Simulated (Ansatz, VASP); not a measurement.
## W in VASP and in Ansatz

The input INCAR:

```
PREC = Accurate
ENCUT = 520
EDIFF = 1E-6
ISMEAR = 0
SIGMA = 0.15
LREAL = F
LASPH = T
NELM = 100
ALGO = Fast
ISIF = 2
LWAVE = F
LCHARG = T
GGA = PS
LELF = T
LVHAR = T
NBANDS = 21
```

File KPOINTS:

```
regular mesh
0
Gamma
  16 16 12
```

The input POSCAR:

```
W
1.0
    0.0000000000     -1.9991269216     -1.9991269216
    0.0000000000      1.9991269216     -1.9991269216
    3.9982538432      0.0000000000      0.0000000000
W
2
Direct
    0.5000000000      0.5000000000      0.4829925756
    0.0000000000      0.0000000000      0.0170074244
```

Input for Ansatz:

```yaml
crystal:
  lattice:
    - [0.0, -1.9991269216, -1.9991269216]
    - [0.0, 1.9991269216, -1.9991269216]
    - [3.9982538432, 0.0, 0.0]
  atoms:
    - { symbol: W, position: [0.5, 0.5, 0.4829925756] }
    - { symbol: W, position: [0.0, 0.0, 0.0170074244] }
basis:
  ecutwfc: 420
kpoints:
  mp_grid: { grid: [16, 16, 12] }
hamiltonian:
  xc: pbesol
  pseudopotentials: { kind: paw, azcp: { folder: soft_1 } }
scf:
  occupations: { method: gaussian, width: 0.15 }
output:
  forces: true
  stress: true
  eigenvalues: true
```

Change from the starting cell: mode 4 frozen in at +0.000 Å and mode 6 at -0.068 Å (largest displacements).

Alike in both runs: task single point; functional PBEsol; k mesh 16 × 16 × 12; occupations gaussian, width 0.15 eV; no spin polarisation.

```csv
,VASP,Ansatz
version,VASP 6.6.1,Ansatz 0.2.0
potentials or method,"VASP PAW PBE potentials, release 64 (W_sv)","scalar-relativistic, plane waves, PAW"
plane-wave cutoff (eV),520,420
valence electrons in the cell,28,28
```

VASP gave:

- gap on the k mesh at the Fermi level (eV): none
- pressure (GPa): 3.1
- largest component of the traceless stress (GPa): 5.82
- rms of the force components (eV/Å): 1.172

Question: Estimate Ansatz's values.

Answer: gap on the k mesh at the Fermi level (eV): none; pressure (GPa): 2.4; largest component of the traceless stress (GPa): 5.78; rms of the force components (eV/Å): 1.160.

Atom by atom the forces differ by 0.012 eV/Å (rms over components). A gap of «none» marks a metal or a gap that the smearing closes. With one functional, cell and mesh, what is left measures potentials, basis and numerics. Ansatz warned: «pseudo_functional_mismatch».

Caveats: the PAW data sets were made with another functional, which shifts forces and pressure a little (VASP). The runs have no spin-orbit coupling, so splittings on W are missing.
